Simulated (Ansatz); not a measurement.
K: enthalpy against pressure

K, R-3m, a = 4.719 Å, c = 34.444 Å. This isn't the element's structure at ambient conditions. Ansatz: PBE, PAW, 420 eV, Γ-centred 12×12×12 mesh on 3 atoms, Gaussian smearing 0.10 eV; no spin polarisation. Cell and atoms are relaxed at each pressure, and no other structure is tried, so the rows at high pressure may lie past a change of phase. y is the enthalpy over the state at zero pressure; there V0 = 73.820 Å³/atom. The pressures are the targets, met within 0.06 GPa.

| P (GPa) | y (eV/atom) |
| --- | --- |
| 0.0 | 0.0000 |
| 2.0 | 0.7720 |
| 5.0 | ? |
| 10.0 | 2.8979 |
| 20.0 | 4.8239 |
| 40.0 | 7.6115 |

Problem. Fit y = c1 P + c2 P² + c3 P³ to the other rows, say what c1 and c2 mean, and predict the missing value.

Solution. Least squares on the rows shown. y = 0.36409 P − 0.0080023 P² + 9.1443×10⁻⁵ P³. Since dH/dP = V, c1 is V0: 0.36409 eV/GPa × 160.2 = 58.327 Å³ against 73.820; c2 = −V0/(2B0) gives B0 = 23 GPa, where a Birch–Murnaghan fit to the volumes of the same runs (not shown) gives 3.7 GPa. The volume falls by 75 % over the range, most steeply at the start, which a cubic can't follow: here c1 isn't V0 and c2 doesn't give B0. Above P = −c2/(3 c3) = 29 GPa the cubic's slope, the volume, would rise with pressure, so the form fails there. At P = 5.0 the fit asked for gives 1.6318 eV/atom. The run gave 1.6746 eV/atom, so the fit is 0.0428 eV/atom too low, within twice the rms miss on the fitted rows (0.0417 eV/atom).

The mesh isn't the same in all rows (12×12×12, 15×15×15).